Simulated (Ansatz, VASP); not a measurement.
**KF (Carobbiite) in VASP and in Ansatz**

File INCAR:

```
PREC = Accurate
ENCUT = 600
EDIFF = 1E-6
ISMEAR = -1
SIGMA = 0.02
LREAL = F
LASPH = T
NELM = 100
ALGO = Normal
ISIF = 3
LWAVE = F
LCHARG = F
GGA = PE
IBRION = 2
NSW = 100
EDIFFG = -0.01
```

File KPOINTS:

```
Automatic mesh
0
Gamma
  7 7 7
```

Contents of POSCAR:

```
KF
1.0
    0.0000000000      2.6718500000      2.6718500000
    2.6718500000      0.0000000000      2.6718500000
    2.6718500000      2.6718500000      0.0000000000
K F
1 1
Direct
    0.0300399500      0.0136867400     -0.0171644200
    0.5208489000      0.4979077200      0.5212307200
```

Input for Ansatz:

```yaml
crystal:
  lattice:
    - [0.0, 2.67185, 2.67185]
    - [2.67185, 0.0, 2.67185]
    - [2.67185, 2.67185, 0.0]
  atoms:
    - { symbol: K, position: [0.03003995, 0.01368674, -0.01716442] }
    - { symbol: F, position: [0.5208489, 0.49790772, 0.52123072] }
kpoints:
  mp_grid: { grid: [7, 7, 7] }
scf:
  occupations: { method: fermi_dirac, width: 0.02 }
hamiltonian:
  xc: pbe
  pseudopotentials: { kind: paw }
output:
  forces: true
  stress: true
  efg: { contact_densities: true }
relax:
  f_tol: 0.01
  max_steps: 80
  cell: {}
```

Alike in both runs: task relaxation of cell and atoms; functional PBE; k mesh 7 × 7 × 7; occupations fermi-dirac, width 0.02 eV; no spin polarisation.

|  | VASP | Ansatz |
| --- | --- | --- |
| version | VASP 6.6.1 | Ansatz 0.2.0 |
| potentials or method | VASP PAW PBE potentials, release 64 (K_sv, F) | PAW with Ansatz's default frozen-core files, scalar-relativistic |
| plane-wave cutoff (eV) | 600 | 420 |
| valence electrons in the cell | 16 | 16 |

Ansatz gave:

* relaxed volume (Å³/atom): 19.90
* relaxed cell length with the largest relative difference (Å): 3.833
* energy change over the relaxation (meV/atom): -9

**Question.** Estimate VASP's values.

**Answer.** Relaxed volume (Å³/atom): 19.91; relaxed cell length with the largest relative difference (Å): 3.836; energy change over the relaxation (meV/atom): -9.

PBE usually gives volumes a little too large and moduli too small. Zero-point motion and thermal expansion aren't in these numbers.
